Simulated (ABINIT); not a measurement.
Write the native input for ABINIT 10.8.3 (patched build) that does the following.

```
Task                : single point
Functional          : PBE
Potentials or basis : JTH PAW PBE v2.0
Cutoff              : 599 eV
k mesh              : 9 × 9 × 5
Occupations         : methfessel-paxton, width 0.1 eV
Spin                : no spin polarisation
Fine-grid cutoff    : 1197.3 eV
```

In:

```xyz
2
Lattice="3.3355 0.0000 0.0000 -1.6677 2.8886 0.0000 0.0000 0.0000 5.5091" Properties=species:S:1:pos:R:3 pbc="T T T"
In    1.6677    0.9629    4.1319
In    0.0000    1.9257    1.3773
```

This isn't the form of In at room conditions, which is tetragonal.

These files were run (other wordings do the same):

run.abi

```
# Pseudopotentials
pp_dirpath "./"
pseudos "In.GGA_PBE-JTH.xml"

# Structure
acell 6.3031527308 6.3031527309 10.4107713002
rprim
     1.0000000000     0.0000000000     0.0000000000
    -0.5000000000     0.8660254038     0.0000000000
     0.0000000000     0.0000000000     1.0000000000
ntypat 1
znucl 49
natom 2
typat 1 1
xred
     0.6666666667     0.3333333333     0.7500000000
     0.3333333333     0.6666666667     0.2500000000

# Plane-wave basis
ecut 598.650497 eV
pawecutdg 44.0
pawxcdev 0

# k points
kptopt 1
ngkpt 9 9 5
nshiftk 1
shiftk 0.0 0.0 0.0

# Exchange and correlation
ixc 11

# Bands and occupations
nband 17
occopt 6
tsmear 0.00367493

# SCF cycle
nstep 100
tolvrs 1.0e-9

# Output
iomode 3
prtwf 0
prtden 0
prteig 0
prtebands 0
enunit 1
```

Potentials or basis: JTH PAW PBE v2.0.

The run is started by

```bash
$ abinit run.abi > log 2>&1
```

It gave:

| Quantity | Value |
| --- | --- |
| Pressure | 1.3 GPa |
| Band gap on the k mesh | none (metal or under the smearing width) |
| Valence electrons inside the program's atomic spheres | In 11.11 (radii [1.3264] Å) |

It took 19 s on 1 thread of Intel(R) Xeon(R) 6975P-C (Granite Rapids), on a shared host, peak memory 0.13 GiB.
